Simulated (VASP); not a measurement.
# Hf (Im-3m) in VASP: notebook

Runs on Hf. Level: PBEsol. Tasks: relaxation of cell and atoms.

Program: VASP 6.6.1. These are calculated values, not measurements. Logs are shortened: lines on timing, memory, paths and dates and some standing lists are left out, and cuts for length are marked.

## 1. Starting point

Symmetry: Im-3m, No. 229, cubic system. Conventional cell: a = 3.256 Å, b = 3.256 Å, c = 3.256 Å, α = 90.00°, β = 90.00°, γ = 90.00°. Hf (site symmetry m-3m) has 8 Hf at 2.82 Å as nearest neighbours.

This isn't the form of Hf at room conditions, which is hcp.

## 2. Relaxation of cell and atoms, PBEsol, target pressure 12 GPa, at which the enthalpy is minimised

INCAR

```
PREC = Accurate
ENCUT = 520
EDIFF = 1E-7
ISMEAR = 0
SIGMA = 0.1
LREAL = False
LASPH = True
NELM = 80
ALGO = Fast
ISIF = 3
LWAVE = False
LCHARG = False
GGA = PS
IBRION = 2
NSW = 80
EDIFFG = -0.002
PSTRESS = 120.0
```

KPOINTS

```
regular mesh
0
Gamma
  10 10 10
```

POSCAR

```
Hf                                      
1.0
   -1.6279241438      1.6279241438      1.6279241438
    1.6279241438     -1.6279241438      1.6279241438
    1.6279241438      1.6279241438     -1.6279241438
  Hf            
     1
Direct
     0.0000000000000000    0.0000000000000000    0.0000000000000000
```

Potentials or basis: VASP PAW PBE potentials, release 64 (Hf_pv).

The run is started by

```sh
> cat potpaw_PBE.64/Hf_pv/POTCAR > POTCAR
> mpirun -np 1 vasp_std > vasp.out
```

OUTCAR:

```text
PREC = Accurate
   ENCUT = 520
   EDIFF = 1E-7
   ISMEAR = 0
   LREAL = False
   LASPH = True
   NELM = 80
   ISIF = 3
   GGA = PS
   IBRION = 2
   NSW = 80
   EDIFFG = -0.002
   PSTRESS = 120.0

 ion  position               nearest neighbor table
   1  0.000  0.000  0.000-

  LATTYP: Found a body centered cubic cell.
 ALAT       =     3.2558482876

  Lattice vectors:

 A1 = (  -1.6279241438,   1.6279241438,   1.6279241438)
 A2 = (   1.6279241438,  -1.6279241438,   1.6279241438)
 A3 = (   1.6279241438,   1.6279241438,  -1.6279241438)

Analysis of symmetry for initial positions (statically):
=====================================================================
 Subroutine PRICEL returns:
 Original cell was already a primitive cell.

 Routine SETGRP: Setting up the symmetry group for a
 body centered cubic supercell.

 Subroutine GETGRP returns: Found 48 space group operations
 (whereof 48 operations were pure point group operations)
 out of a pool of 48 trial point group operations.

The static configuration has the point symmetry O_h .

Analysis of symmetry for dynamics (positions and initial velocities):
=====================================================================
 Subroutine PRICEL returns:
 Original cell was already a primitive cell.

 Routine SETGRP: Setting up the symmetry group for a
 body centered cubic supercell.

 Subroutine GETGRP returns: Found 48 space group operations
 (whereof 48 operations were pure point group operations)
 out of a pool of 48 trial point group operations.

The dynamic configuration has the point symmetry O_h .

 Subroutine INISYM returns: Found 48 space group operations
 (whereof 48 operations are pure point group operations),
 and found     1 'primitive' translations

----------------------------------------------------------------------------------------

                                     Primitive cell

  volume of cell :      17.2569

  direct lattice vectors                    reciprocal lattice vectors
    -1.627924144  1.627924144  1.627924144     0.000000000  0.307139618  0.307139618
     1.627924144 -1.627924144  1.627924144     0.307139618  0.000000000  0.307139618
     1.627924144  1.627924144 -1.627924144     0.307139618  0.307139618  0.000000000

  length of vectors
     2.819647328  2.819647328  2.819647328     0.434361014  0.434361014  0.434361014

  position of ions in fractional coordinates (direct lattice)
     0.000000000  0.000000000  0.000000000

  ion indices of the primitive-cell ions
   primitive index   ion index
                 1           1

----------------------------------------------------------------------------------------

 KPOINTS: regular mesh

Automatic generation of k-mesh.
 Grid dimensions read from file:
 generate k-points for:   10   10   10

 Generating k-lattice:

  Cartesian coordinates                     Fractional coordinates (reciprocal lattice)
     0.000000000  0.030713962  0.030713962     0.100000000  0.000000000  0.000000000
     0.030713962  0.000000000  0.030713962     0.000000000  0.100000000  0.000000000
     0.030713962  0.030713962  0.000000000     0.000000000  0.000000000  0.100000000

  Length of vectors
     0.043436101  0.043436101  0.043436101

  Shift w.r.t. Gamma in fractional coordinates (k-lattice)
     0.000000000  0.000000000  0.000000000

 Subroutine IBZKPT returns following result:
 ===========================================

 Found     47 irreducible k-points:

 Following reciprocal coordinates:
            Coordinates               Weight
  0.000000  0.000000  0.000000      1.000000
  0.100000  0.000000  0.000000     12.000000
  0.200000  0.000000  0.000000     12.000000
  0.300000  0.000000  0.000000     12.000000
  0.400000  0.000000  0.000000     12.000000
  0.500000  0.000000  0.000000      6.000000
[... 16 lines left out ...]
  0.300000  0.300000  0.100000      8.000000
 -0.300000  0.300000  0.100000     24.000000
 [... further k-points ...]
   k-points           NKPTS =     47   k-points in BZ     NKDIM =     47   number of bands    NBANDS=      9
   number of dos      NEDOS =    301   number of ions     NIONS =      1
   total plane-waves  NPLWV =  13824
   dimension x,y,z NGX =    24 NGY =   24 NGZ =   24
   dimension x,y,z NGXF=    48 NGYF=   48 NGZF=   48
   ions per type =               1
   NGX,Y,Z   is equivalent  to a cutoff of  14.15, 14.15, 14.15 a.u.
   NGXF,Y,Z  is equivalent  to a cutoff of  28.30, 28.30, 28.30 a.u.
 SYSTEM =  unknown system
   PREC   = accura    normal or accurate (medium, high low for compatibility)
   ISTART =      0    job   : 0-new  1-cont  2-samecut
   ICHARG =      2    charge: 1-file 2-atom 10-const
   ISPIN  =      1    spin polarized calculation?
   LNONCOLLINEAR =      F non collinear calculations
   LSORBIT =      F    spin-orbit coupling
   LASPH  =      T    aspherical Exc in radial PAW
   ENCUT  =  520.0 eV  38.22 Ry    6.18 a.u.   5.24  5.24  5.24*2*pi/ulx,y,z
   NELM   =     80;   NELMIN=  2; NELMDL= -5     # of ELM steps
   EDIFF  = 0.1E-06   stopping-criterion for ELM
   LREAL  =      F    real-space projection
   EDIFFG = -.2E-02   stopping-criterion for IOM
   NSW    =     80    number of steps for IOM
   IBRION =      2    ionic relax: 0-MD 1-quasi-New 2-CG
   NFREE  =      1    steps in history (QN), initial steepest desc. (CG)
   ISIF   =      3    stress and relaxation
   ISYM   =      2    0-nonsym 1-usesym 2-fastsym
   POTIM  = 0.5000    time-step for ionic-motion
   TEBEG  =    0.0;   TEEND  =   0.0 temperature during run
   PSTRESS=  120.0 pullay stress
   NELECT =      10.0000    total number of electrons
   NUPDOWN=      -1.0000    fix difference up-down
   EMIN   =  10.00;   EMAX   =-10.00  energy-range for DOS
   EFERMI =   0.00;   METHOD = LEGACY
   ISMEAR =     0;   SIGMA  =   0.10  broadening in eV -4-tet -1-fermi 0-gaus
   EFERMI_NEDOS =   21; number of points for ismear=-14 and -15
   IALGO  =     68    algorithm
   IMIX   =      4    mixing-type and parameters
     AMIX     =   0.40;   BMIX     =  1.00
     AMIX_MAG =   1.60;   BMIX_MAG =  1.00
  volume/ion in A,a.u.               =      17.26       116.46
  Fermi-wavevector in a.u.,A,eV,Ry     =   1.364858  2.579207 25.345425  1.862836
  Thomas-Fermi vector in A             =   2.491137
   LORBIT       =      0    0 simple, 1 ext, 2 COOP (PROOUT), +10 PAW based schemes
   GGA     = PS    functional components
   LHFCALC =     F    Hartree Fock is set to
   AEXX    =    0.0000 exact exchange contribution
   IVDW    =     0    specifies the selected vdW correction
   LEPSILON=     F    determine dielectric tensor
   LRPA    =     F    only Hartree local field effects (RPA)
 conjugate gradient relaxation of ions
 non-spin polarized calculation
 RMM-DIIS sequential band-by-band and
 Gauss-broadening in eV      SIGMA  =   0.10
  energy-cutoff  :      520.00
  volume of cell :       17.26
 maximum number of plane-waves:       476
 NGX is ok and might be reduce to    24
   NGX = 11   NGY = 11   NGZ = 11

--------------------------------------- Ionic step        1  -------------------------------------------

 number of electron      10.0000001 magnetization

 Free energy of the ion-electron system (eV)
  ---------------------------------------------------
  ext. energy  EPLUGINS =         0.00000000
  ---------------------------------------------------
  free energy    TOTEN  =       -10.01726614 eV

  energy without entropy =      -10.00957681  energy(sigma->0) =      -10.01342148

------------------------ aborting loop because EDIFF is reached ----------------------------------------

  FORCE on cell =-STRESS in cart. coord.  units (eV):
  Direction    XX          YY          ZZ          XY          YZ          ZX
  --------------------------------------------------------------------------------------
  -------------------------------------------------------------------------------------
  Total        3.2339358      3.2339358      3.2339358      0.0000000      0.0000000      0.0000000
  in kB      300.2475597    300.2475597    300.2475597      0.0000000      0.0000000      0.0000000
  external PRESSURE =     180.2475597 kB  Pullay stress =     120.0000000 kB
[... 90 lines left out ...]
  FREE ENERGIE OF THE ION-ELECTRON SYSTEM (eV)
  ---------------------------------------------------
  free  energy   TOTEN  =       -10.2734450452 eV

  energy  without entropy=      -10.2637296909  energy(sigma->0) =      -10.26858737

  enthalpy is  TOTEN    =        -8.8256038361 eV   P V=        1.4478412091

[... ionic steps 4 to 14 ...]

--------------------------------------- Ionic step       15  -------------------------------------------

 number of electron      10.0000000 magnetization

------------------------ aborting loop because EDIFF is reached ----------------------------------------

  FORCE on cell =-STRESS in cart. coord.  units (eV):
  Direction    XX          YY          ZZ          XY          YZ          ZX
  --------------------------------------------------------------------------------------
  -------------------------------------------------------------------------------------
  Total        1.4572632      1.4572632      1.4572632      0.0000000      0.0000000     -0.0000000
  in kB      121.4744103    121.4744103    121.4744103      0.0000000      0.0000000     -0.0000000
  external PRESSURE =       1.4744103 kB  Pullay stress =     120.0000000 kB
[... 59 lines left out ...]
  enthalpy is  TOTEN    =        -8.8257639833 eV   P V=        1.4400514775

--------------------------------------- Ionic step       17  -------------------------------------------

 number of electron      10.0000000 magnetization

 Free energy of the ion-electron system (eV)
  ---------------------------------------------------
  ext. energy  EPLUGINS =         0.00000000
  ---------------------------------------------------
  free energy    TOTEN  =       -10.26677221 eV

  energy without entropy =      -10.25705317  energy(sigma->0) =      -10.26191269

 E-fermi :   5.5505     XC(G=0): -12.0975

 val. band max:        5.4994923246   @ k =   0.2000   0.2000   0.0000
 cond. band min:       5.5657690539   @ k =  -0.2000   0.3000   0.1000
 fundamental gap:      0.0662767293
 Fermi energy:         5.5504615432

 k-point     1 :       0.0000    0.0000    0.0000
  band No.  band energies     occupation
      1     -23.7064      2.00000
      2     -23.7064      2.00000
      3     -23.7064      2.00000
      4      -2.0314      2.00000
      5       7.0876      0.00000
      6       7.0876      0.00000
      7       7.0876      0.00000
      8      10.3411      0.00000
      9      10.3411      0.00000
[... 265 lines left out ...]
 k-point    24 :      -0.3000    0.3000    0.1000
  band No.  band energies     occupation
      1     -24.5990      2.00000
      2     -24.0358      2.00000
      3     -23.8155      2.00000
      4       1.2685      2.00000
      5       5.6343      0.23551
      6       5.7624      0.00272
      7       8.7944      0.00000
      8      10.6338      0.00000
      9      11.4328      0.00000

 [... further k-points ...]

------------------------ aborting loop because EDIFF is reached ----------------------------------------

  FORCE on cell =-STRESS in cart. coord.  units (eV):
  Direction    XX          YY          ZZ          XY          YZ          ZX
  --------------------------------------------------------------------------------------
  -------------------------------------------------------------------------------------
  Total        1.4426504      1.4426504      1.4426504      0.0000000      0.0000000     -0.0000000
  in kB      120.1371181    120.1371181    120.1371181      0.0000000      0.0000000     -0.0000000
  external PRESSURE =       0.1371181 kB  Pullay stress =     120.0000000 kB
[... 16 lines left out ...]
  FREE ENERGIE OF THE ION-ELECTRON SYSTEM (eV)
  ---------------------------------------------------
  free  energy   TOTEN  =       -10.2667722099 eV

  energy  without entropy=      -10.2570531681  energy(sigma->0) =      -10.26191269

  enthalpy is  TOTEN    =        -8.8257683484 eV   P V=        1.4410038615

 reached required accuracy - stopping structural energy minimisation
```

Run time: 54 s. Hardware: 1 thread of Intel Xeon Platinum 8488C (Sapphire Rapids), shared host; peak memory 0.15 GiB.

What came out:

```yaml
Free_energy: -10.2668 eV
Relaxed_volume: 19.24 Å³/atom
Relaxed_cell: a = 2.924 Å, b = 2.924 Å, c = 2.924 Å, α = 109.47°, β = 109.47°, γ = 109.47°
Space_group_after_relaxing_to_0.05_Å: Im-3m (No. 229)
Energy_change_on_relaxing_the_enthalpy_is_what_falls: -249.5 meV/atom
Ionic_steps: 17
Pressure_after_relaxing: 12.0 GPa
Band_gap_on_the_k_mesh: none (metal or under the smearing width)
```

The path:
```csv
step,energy change (eV),largest force (eV/Å),pressure (GPa),volume (Å³)
1,0.0000,0.0000,30.02,17.26
2,-0.2957,0.0000,-6.00,22.57
3,-0.2562,0.0000,11.39,19.33
4,-0.2505,0.0000,11.93,19.25
5,-0.2474,0.0000,12.20,19.21
6,-0.2474,0.0000,12.22,19.21
7,-0.2476,0.0000,12.19,19.21
8,-0.2476,0.0000,12.18,19.21
9,-0.2476,0.0000,12.19,19.21
10,-0.2476,0.0000,12.19,19.21
11,-0.2476,0.0000,12.19,19.21
12,-0.2476,0.0000,12.19,19.21
13,-0.2477,0.0000,12.19,19.22
14,-0.2478,0.0000,12.16,19.22
15,-0.2481,0.0000,12.15,19.22
16,-0.2485,0.0000,12.11,19.23
17,-0.2495,0.0000,12.01,19.24
```

Final structure:
```
CELL_PARAMETERS angstrom
-1.68802 1.68802 1.68802
1.68802 -1.68802 1.68802
1.68802 1.68802 -1.68802
ATOMIC_POSITIONS crystal
Hf 0.00000 0.00000 0.00000
```

Levels at points of the mesh, in eV from the Fermi level:
```tsv
k point	band 3	band 4	band 5	band 6	band 7	band 8
(0.00, 0.00, 0.00)	-29.26	-7.58	1.54	1.54	1.54	4.79
(0.50, 0.00, 0.00)	-29.27	-3.96	-0.88	1.72	4.72	5.89
(0.50, 0.50, 0.50)	-30.18	-3.36	-3.36	7.92	7.92	7.92
```

Caveat: the cell is relaxed towards a set pressure, so the enthalpy falls and the energy may rise; the PAW data sets were made with another functional, which shifts forces and pressure a little. The run has no spin-orbit coupling, so splittings on Hf are missing.

## 3. Relaxation of cell and atoms, PBEsol, target pressure 12 GPa, at which the enthalpy is minimised

This run uses another cell than the first one, of 19.24 Å³/atom, 1.115 times its volume.

INCAR is that of step 2.

KPOINTS is that of step 2.

POSCAR

```
Hf                                      
1.0
   -1.6880222360      1.6880222360      1.6880222360
    1.6880222360     -1.6880222360      1.6880222360
    1.6880222360      1.6880222360     -1.6880222360
  Hf            
     1
Direct
     0.0000000000000000    0.0000000000000000    0.0000000000000000
```

Potentials or basis: VASP PAW PBE potentials, release 64 (Hf_pv).

The run is started by

```sh
> cat potpaw_PBE.64/Hf_pv/POTCAR > POTCAR
> mpirun -np 1 vasp_std > vasp.out
```

OUTCAR:

```text
PREC = Accurate
   ENCUT = 520
   EDIFF = 1E-7
   ISMEAR = 0
   LREAL = False
   LASPH = True
   NELM = 80
   ISIF = 3
   GGA = PS
   IBRION = 2
   NSW = 80
   EDIFFG = -0.002
   PSTRESS = 120.0

 ion  position               nearest neighbor table
   1  0.000  0.000  0.000-

  LATTYP: Found a body centered cubic cell.
 ALAT       =     3.3760444720

  Lattice vectors:

 A1 = (  -1.6880222360,   1.6880222360,   1.6880222360)
 A2 = (   1.6880222360,  -1.6880222360,   1.6880222360)
 A3 = (   1.6880222360,   1.6880222360,  -1.6880222360)

Analysis of symmetry for initial positions (statically):
=====================================================================
 Subroutine PRICEL returns:
 Original cell was already a primitive cell.

[... 259 lines left out ...]
 cond. band min:       5.5646706363   @ k =  -0.2000   0.3000   0.1000
 fundamental gap:      0.0664055750
 Fermi energy:         5.5490985968

 k-point     1 :       0.0000    0.0000    0.0000
  band No.  band energies     occupation
      1     -23.7085      2.00000
      2     -23.7085      2.00000
      3     -23.7085      2.00000
      4      -2.0322      2.00000
      5       7.0862      0.00000
      6       7.0862      0.00000
      7       7.0862      0.00000
      8      10.3391      0.00000
      9      10.3391      0.00000
[... 265 lines left out ...]
 k-point    24 :      -0.3000    0.3000    0.1000
  band No.  band energies     occupation
      1     -24.6005      2.00000
      2     -24.0377      2.00000
      3     -23.8175      2.00000
      4       1.2673      2.00000
      5       5.6331      0.23501
      6       5.7612      0.00270
      7       8.7926      0.00000
      8      10.6316      0.00000
      9      11.4305      0.00000

 [... further k-points ...]

------------------------ aborting loop because EDIFF is reached ----------------------------------------

  FORCE on cell =-STRESS in cart. coord.  units (eV):
  Direction    XX          YY          ZZ          XY          YZ          ZX
  --------------------------------------------------------------------------------------
  -------------------------------------------------------------------------------------
  Total        1.4407718      1.4407718      1.4407718      0.0000000     -0.0000000     -0.0000000
  in kB      119.9602721    119.9602721    119.9602721      0.0000000     -0.0000000     -0.0000000
  external PRESSURE =      -0.0397279 kB  Pullay stress =     120.0000000 kB
[... 20 lines left out ...]
  energy  without entropy=      -10.2578400452  energy(sigma->0) =      -10.26270021

  enthalpy is  TOTEN    =        -8.8263114516 eV   P V=        1.4412489273

 reached required accuracy - stopping structural energy minimisation
```

CONTCAR:

```text
Hf
   1.00000000000000
    -1.6881179223410383    1.6881179223410383    1.6881179223410383
     1.6881179223410383   -1.6881179223410383    1.6881179223410383
     1.6881179223410383    1.6881179223410383   -1.6881179223410383
  Hf
     1
Direct
     0.0000000000000000    0.0000000000000000    0.0000000000000000

  0.00000000E+00  0.00000000E+00  0.00000000E+00
```

Run time: 13 s. Hardware: 1 thread of Intel Xeon Platinum 8488C (Sapphire Rapids), shared host; peak memory 0.14 GiB.

What came out:

```
Free energy                                            : -10.2676 eV
Relaxed volume                                         : 19.24 Å³/atom
Relaxed cell                                           : a = 2.924 Å, b = 2.924 Å, c = 2.924 Å, α = 109.47°, β = 109.47°, γ = 109.47°
Space group after relaxing (to 0.05 Å)                 : Im-3m (No. 229)
Energy change on relaxing (the enthalpy is what falls) : -0.2 meV/atom
Ionic steps                                            : 3
Pressure after relaxing                                : 12.0 GPa
Band gap on the k mesh                                 : none (metal or under the smearing width)
```

The path:
```tsv
step	energy change (eV)	largest force (eV/Å)	pressure (GPa)	volume (Å³)
1	0.0000	0.0000	12.03	19.24
2	-0.0007	0.0000	11.98	19.25
3	-0.0002	0.0000	12.00	19.24
```

Final structure:
```cif
data_structure
_symmetry_space_group_name_H-M 'P 1'
_symmetry_Int_Tables_number 1
_cell_length_a 2.9239
_cell_length_b 2.9239
_cell_length_c 2.9239
_cell_angle_alpha 109.471
_cell_angle_beta 109.471
_cell_angle_gamma 109.471
_cell_volume 19.24
loop_
_atom_site_label
_atom_site_type_symbol
_atom_site_fract_x
_atom_site_fract_y
_atom_site_fract_z
_atom_site_occupancy
Hf1 Hf 0.00000 0.00000 0.00000 1
```

Caveat: the cell is relaxed towards a set pressure, so the enthalpy falls and the energy may rise; the PAW data sets were made with another functional, which shifts forces and pressure a little. Spin-orbit coupling is left out, which matters for the levels of Hf.

(Part 1 of 2 ends here.)
